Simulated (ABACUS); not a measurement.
The system is CoO.

```
Co O
1.0
     0.00000    2.13150    2.13150
     2.13150    0.00000    2.13150
     2.13150    2.13150    0.00000
Co O
1 1
Direct
  0.00000 0.00000 0.00000
  0.50000 0.50000 0.50000
```

Program: ABACUS 3.10.1. Alike in all runs: task single point; spin collinear, ferromagnetic start; cell as given; smearing fermi-dirac 0.05 eV.

Order these runs on this cell by their pressure, lowest first.
A. level PBE; potentials or basis PseudoDojo NC SR 0.4.1 PBE standard, DZP LCAO (the cutoffs set its grid); k mesh 11 × 11 × 11; cutoff (eV) 1361; radial cutoff of the potentials (pseudo_rcut) 10 bohr; SCF threshold on the density 1e-07; eigensolver genelpa
B. level SOGGA; potentials or basis PseudoDojo NC SR 0.4.1 PBEsol standard, plane waves; k mesh 9 × 9 × 9; cutoff (eV) 1320; radial cutoff of the potentials (pseudo_rcut) 10 bohr; SCF threshold on the density 1e-08; eigensolver dav
C. level r2SCAN; potentials or basis SG15 ONCV 1.2 PBE, DZP LCAO (the cutoffs set its grid); k mesh 8 × 8 × 8; cutoff (eV) 1361; radial cutoff of the potentials (pseudo_rcut) 10 bohr; SCF threshold on the density 1e-07; eigensolver genelpa
D. level LDA; potentials or basis PseudoDojo NC SR 0.4.1 LDA stringent, plane waves; k mesh 9 × 9 × 9; cutoff (eV) 1429; radial cutoff of the potentials (pseudo_rcut) 10 bohr; SCF threshold on the density 1e-08; eigensolver dav
E. level PBEsol; potentials or basis PseudoDojo NC SR 0.5 PBE stringent, plane waves; k mesh 9 × 9 × 9; cutoff (eV) 1429; radial cutoff of the potentials (pseudo_rcut) 7 bohr; SCF threshold on the density 1e-08; eigensolver dav

D (-20.8 GPa), B (-14.1 GPa), E (-11.2 GPa), C (-6.0 GPa), A (-1.2 GPa).

Caveats: a cell with one magnetic atom can't hold antiferromagnetic order, which such compounds often take; the potentials were made for another functional, which shifts forces and pressure (some runs); the atomic orbitals were generated for these runs and aren't a published set (some runs); the basis of atomic orbitals isn't converged, which shifts pressures, moduli and gaps (some runs); so large a pressure means that the cell lies far from this level's equilibrium, or that cutoff or potentials fall short (some runs).

Not every run made on this cell is shown here.
